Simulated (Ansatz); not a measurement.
# Hg: the cost of one run

Program: Ansatz 0.2.0. Level of theory: DFT PBE+D3(BJ), scalar-relativistic, plane waves, PAW. These are calculated values, not measurements.

## Step 1: The structure to begin with

Symmetry: Fm-3m, No. 225, cubic system. Conventional cell: a = 4.784 Å, b = 4.784 Å, c = 4.784 Å, α = 90.00°, β = 90.00°, γ = 90.00°. Hg (site symmetry m-3m) is surrounded by 12 Hg at 3.38 Å.

Coordinates:

```xyz
1
Lattice="0.0000 2.3919 2.3919 2.3919 0.0000 2.3919 2.3919 2.3919 0.0000" Properties=species:S:1:pos:R:3 pbc="T T T"
Hg    0.0000    0.0000    0.0000
```

It goes back to an entry of the Materials Project, which need not be the stable form.

The cell is taken as given, not relaxed at this level.

## Step 2: The undisturbed cell

File input.yaml:

```yaml
crystal:
  lattice:
    - [0.0, 2.3919113801, 2.3919113801]
    - [2.3919113801, 0.0, 2.3919113801]
    - [2.3919113801, 2.3919113801, 0.0]
  atoms:
    - { symbol: Hg, position: [0.0, 0.0, 0.0] }
basis:
  ecutwfc: 420
kpoints:
  mp_grid: { grid: [18, 18, 18] }
hamiltonian:
  xc: pbe
  dispersion: d3bj
scf:
  occupations: { method: gaussian, width: 0.15 }
output:
  forces: true
  stress: true
  eigenvalues: true
```

Run with:

```bash
ansatz run input.yaml --threads 1 --pin off --max-ram 1228MiB --backend cpu --events-out ev --progress --plain --runs-dir out
```

What time and memory should one allow on 1 thread of an x86-64 CPU, shared host?

About 1.6 s, with a peak of 0.37 GiB.
